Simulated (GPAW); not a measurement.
PtSe2 (Sudovikovite):

```xyz
3
Lattice="3.7240 0.0000 0.0000 -1.8620 3.2251 0.0000 0.0000 0.0000 5.0620" Properties=species:S:1:pos:R:3 pbc="T T T"
Pt    0.0000    0.0000    0.0000
Se    1.8620    1.0750    3.7965
Se    0.0000    2.1501    1.2655
```

* Program: GPAW 26.7.0
* Task: relaxation of cell and atoms
* Functional: PW91
* Dispersion: D3(BJ)
* Potentials or basis: PAW data sets generated in the run's folder for this functional
* Cutoff: 600 eV
* Basis: pw
* k mesh: 6 × 6 × 4
* Occupations: fermi-dirac, width 0.05 eV
* Spin: no spin polarisation

At the start: pressure 4.8 GPa; volume 20.27 Å³/atom.

**Question.** Where does the relaxation end?

**Answer.** Over 12 steps the energy falls by 16.7 meV/atom; space group P-3m1 (No. 164, to 0.05 Å).

The path:
| step | energy change (eV) | largest force (eV/Å) | pressure (GPa) | volume (Å³) |
| --- | --- | --- | --- | --- |
| 1 | 0.0000 | 0.6459 | 4.79 | 60.80 |
| 2 | -0.0232 | 0.4304 | 2.97 | 61.32 |
| 3 | -0.0411 | 0.0595 | -0.10 | 62.28 |
| 4 | -0.0414 | 0.0339 | -0.31 | 62.32 |
| 5 | -0.0424 | 0.0101 | -0.64 | 62.31 |
| 6 | -0.0443 | 0.0665 | -1.01 | 62.13 |
| 7 | -0.0472 | 0.1178 | -1.14 | 61.61 |
| 8 | -0.0492 | 0.1033 | -0.75 | 61.08 |
| 9 | -0.0502 | 0.0333 | -0.09 | 60.73 |
| 10 | -0.0502 | 0.0086 | 0.05 | 60.73 |
| 11 | -0.0502 | 0.0073 | 0.05 | 60.74 |
| 12 | -0.0502 | 0.0039 | 0.01 | 60.79 |

Final structure:
```cif
data_structure
_symmetry_space_group_name_H-M 'P 1'
_symmetry_Int_Tables_number 1
_cell_length_a 3.7762
_cell_length_b 3.7762
_cell_length_c 4.9224
_cell_angle_alpha 90.000
_cell_angle_beta 90.000
_cell_angle_gamma 120.000
_cell_volume 60.79
loop_
_atom_site_label
_atom_site_type_symbol
_atom_site_fract_x
_atom_site_fract_y
_atom_site_fract_z
_atom_site_occupancy
Pt1 Pt 0.00000 0.00000 0.00000 1
Se1 Se 0.66667 0.33333 0.73812 1
Se2 Se 0.33333 0.66667 0.26188 1
```

Caveat: later steps reuse the first step's grids; pairwise dispersion overbinds metals, which lowers pressure and volume.
